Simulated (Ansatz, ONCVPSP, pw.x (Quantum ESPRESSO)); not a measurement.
# Ti (Z = 22): one change to the ONCV potential, in the atom and in the bcc crystal

| Item | Value |
| --- | --- |
| Element | titanium |
| Generator | ONCVPSP 4.0.1.1 (patched build) |
| Type | optimised norm-conserving Vanderbilt (ONCV) |
| Functional | PBE |
| Relativity | scalar-relativistic |
| Frozen core | [Ar] |
| Valence charge | 4 |
| Reference configuration | 3d2 4s2 |
| Partial waves | 4s: rc 2.60 bohr, ncon 4, nbas 8, qcut 2.5 1/bohr, 2 projectors, debl 2.3 Ha; p scattering state at 0.19 Ha: rc 2.65 bohr, ncon 3, nbas 6, qcut 3.1 1/bohr, 2 projectors, debl 3.1 Ha; 3d: rc 2.45 bohr, ncon 3, nbas 8, qcut 5.1 1/bohr, 3 projectors, debl 1.3 Ha; f scattering state at 0.25 Ha: rc 2.70 bohr, ncon 4, nbas 8, qcut 4.3 1/bohr, 2 projectors, debl 3.1 Ha |
| Local potential | polynomial inside 1.70 bohr (lpopt 5, dvloc0 2 Ha) |
| Core correction | Teter function, fcfact 3.75, rcfact 1.45 |

In the p channel the program set the typed energies aside and used 0.050, 3.150 Ha.

Change: p: nbas 8.

Cutoffs, loose and tight: the cutoffs (Ha) at which the residual kinetic energy of the hardest occupied pseudo-wave falls to 1 and 0.1 mHa per electron. They do not see the model core or the augmentation charge, which bear on the density cutoff. Test errors are all-electron minus pseudo excitation energies from the reference, over the configurations 3d2 4s1; 3d2 4s0; 3d1 4s0; 3d3 4s1; variants that change the core or the reference have their own tests.

Crystal test: bcc Ti in pw.x 7.5, no spin, 14³ k-points, Fermi–Dirac smearing 0.01 Ry, cutoffs set for each file from its atomic test. The reference is all-electron LAPW (Ansatz 0.2.0) with the same functional, mesh and smearing; V0 and B0 come from Birch–Murnaghan fits to the pressures at five volumes. Errors are pseudo minus all-electron; Δ is the rms difference of the E(V) curves that follow from these fits, minima aligned, over ±6 % about the mean V0. Mesh and smearing are coarse, so the numbers serve the comparison and aren't converged zero-temperature values; the lattice is a test structure that the element need not adopt.

All-electron: a0 = 3.264 Å (V0 = 17.38 Å³/atom), B0 = 104.1 GPa.

**Question.** Does the change bring the crystal closer to the all-electron result?

**Answer.** The mean pressure error goes from -4.12 to -4.16 GPa, a small move against the size of the error.

```tsv
quantity	base	changed
outcome (atom)	generated, projector energies reset by the program	generated, projector energies reset by the program
cutoff, loose (atom)	12 Ha	12 Ha
cutoff, tight (atom)	18 Ha	18 Ha
bound ghosts (atom)	none	none
largest test error (meV) (atom)	+191	+191
cutoffs in pw.x (Ry)	50/200	50/200
a0 (Å)	3.217	3.217
a0 error (%)	-1.43	-1.44
B0 error (%)	-4.9	-4.9
Δ (meV/atom)	16.5	16.7
mean pressure error (GPa)	-4.12	-4.16
```

Base: This is a poor potential for the solid. The cutoffs count occupied waves only; projector 2 of the f channel, the hardest unoccupied one, needs 39 Ha at the loose tolerance. Changed file: This is a poor potential for the solid. The cutoffs count occupied waves only; projector 2 of the f channel, the hardest unoccupied one, needs 39 Ha at the loose tolerance.
